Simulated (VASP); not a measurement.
The system is Sb2Se3.

```
Sb Se
1.0
     8.18782    0.00000    0.00000
     0.00000    8.18782    0.00000
     0.00000    0.00000    4.90457
Sb Se
4 6
Direct
  0.17293 0.67293 0.00000
  0.67293 0.82707 0.00000
  0.32707 0.17293 0.00000
  0.82707 0.32707 0.00000
  0.62868 0.12868 0.50000
  0.37132 0.87132 0.50000
  0.12868 0.37132 0.50000
  0.50000 0.50000 0.50000
  0.87132 0.62868 0.50000
  0.00000 0.00000 0.50000
```

The cell was built by a generator and needn't be a form met in nature.

- Program: VASP 6.6.1
- Task: relaxation of cell and atoms
- Functional: PBE
- Potentials or basis: VASP PAW PBE potentials, release 64 (Sb, Se)
- Cutoff: 520 eV
- k mesh: 2 × 2 × 3
- Occupations: gaussian, width 0.15 eV
- Spin: no spin polarisation

At the start: pressure -9.1 GPa; volume 32.88 Å³/atom.

How do energy, volume and symmetry change on relaxing?

Over 12 steps the energy falls by 489.7 meV/atom and the volume is 24.76 Å³/atom (-24.7 %); space group P4/mbm (No. 127, to 0.05 Å).

The path:
| step | energy change (eV) | largest force (eV/Å) | pressure (GPa) | volume (Å³) |
| --- | --- | --- | --- | --- |
| 1 | 0.0000 | 0.7264 | -9.08 | 328.80 |
| 2 | -3.9653 | 1.2131 | -1.84 | 247.54 |
| 3 | -4.1073 | 1.1606 | 1.04 | 235.32 |
| 4 | -4.5375 | 0.6983 | 1.74 | 234.70 |
| 5 | -4.7352 | 0.2839 | 3.15 | 233.58 |
| 6 | -4.8328 | 0.0922 | -1.64 | 253.32 |
| 7 | -4.8779 | 0.1450 | -0.32 | 246.35 |
| 8 | -4.8780 | 0.1460 | -0.29 | 246.61 |
| 9 | -4.8715 | 0.1714 | -0.91 | 249.96 |
| 10 | -4.8780 | 0.1492 | -0.49 | 246.97 |
| 11 | -4.8941 | 0.1060 | -0.31 | 247.40 |
| 12 | -4.8966 | 0.0492 | -0.30 | 247.63 |

Final structure:
```
Sb Se
1.0
     8.00866    0.00000    0.00000
     0.00000    8.00866    0.00000
     0.00000    0.00000    3.86088
Sb Se
4 6
Cartesian
  1.3868 5.3911 0.0000
  5.3911 6.6219 3.8609
  2.6176 1.3868 0.0000
  6.6219 2.6176 0.0000
  5.1871 1.1827 1.9304
  2.8216 6.8259 1.9304
  1.1827 2.8216 1.9304
  4.0043 4.0043 1.9304
  6.8259 5.1871 1.9304
  0.0000 0.0000 1.9304
```

Caveat: the k mesh is coarse (spacing up to 0.43 Å⁻¹), so the values aren't converged; the volume moved by over 15 % at a fixed basis, so the end points are rough.
